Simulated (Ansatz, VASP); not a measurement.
# Ir in VASP and in Ansatz

The input INCAR:

```
SYSTEM = Ir
PREC     = Accurate       ! precision mode
ENCUT    = 520            ! plane-wave cutoff, eV
EDIFF    = 1E-6           ! SCF threshold, eV
ISMEAR   = -1             ! smearing method
SIGMA    = 0.1            ! smearing width, eV
LREAL    = .FALSE.        ! projectors in reciprocal space
LASPH    = .TRUE.         ! aspherical terms in the spheres
NELM     = 80             ! most SCF steps
ALGO     = Normal         ! electronic algorithm
ISIF     = 2              ! what is computed and relaxed
LWAVE    = .FALSE.        ! write WAVECAR
LCHARG   = .TRUE.         ! write CHGCAR
GGA      = PE             ! functional
IVDW     = 12             ! dispersion correction
LELF     = .TRUE.         ! ELF
LVHAR    = .TRUE.       
NBANDS   = 10             ! bands
```

KPOINTS

```
Automatic mesh
0
G
  13 13 13
  0 0 0
```

POSCAR

```
Ir
1.0
    0.0000000000      1.9490670115      1.9490670115
    1.9490670115      0.0000000000      1.9490670115
    1.9490670115      1.9490670115      0.0000000000
Ir
1
Direct
    0.0000000000      0.0000000000      0.0000000000
```

Input for Ansatz:

```yaml
crystal:
  lattice:
    - [0.0, 1.9490670115487534, 1.9490670115487534]
    - [1.9490670115487534, 0.0, 1.9490670115487534]
    - [1.9490670115487534, 1.9490670115487534, 0.0]
  atoms:
    - { symbol: Ir, position: [0.0, 0.0, 0.0] }
basis:
  ecutwfc: 500.0
kpoints:
  mp_grid:
    grid: [13, 13, 13]
hamiltonian:
  xc: pbe
  dispersion: d3bj
  pseudopotentials:
    kind: paw
scf:
  convergence:
    dr2_threshold: 1.0e-10
  occupations:
    method: fermi_dirac
    width: 0.1
output:
  stress: true
```

Alike in both runs: task single point; functional PBE; dispersion D3(BJ); k mesh 13 × 13 × 13; occupations fermi-dirac, width 0.1 eV; no spin polarisation.

|  | VASP | Ansatz |
| --- | --- | --- |
| version | VASP 6.6.1 | Ansatz 0.2.0 |
| potentials or method | VASP PAW PBE potentials, release 64 (Ir) | plane waves, PAW |
| plane-wave cutoff (eV) | 520 | 500 |
| valence electrons in the cell | 9 | 17 |

|  | VASP | Ansatz | Ansatz less VASP |
| --- | --- | --- | --- |
| pressure (GPa) | -14.0 | -14.5 | -0.47 |
| dispersion energy (meV/atom) | -701.0 | -701.2 | -0.20 |

The two sets of potentials don't hold the same shells in valence.

Caveats: pairwise dispersion overbinds metals, which lowers pressure and volume. Spin-orbit coupling is left out, which matters for the levels of Ir.
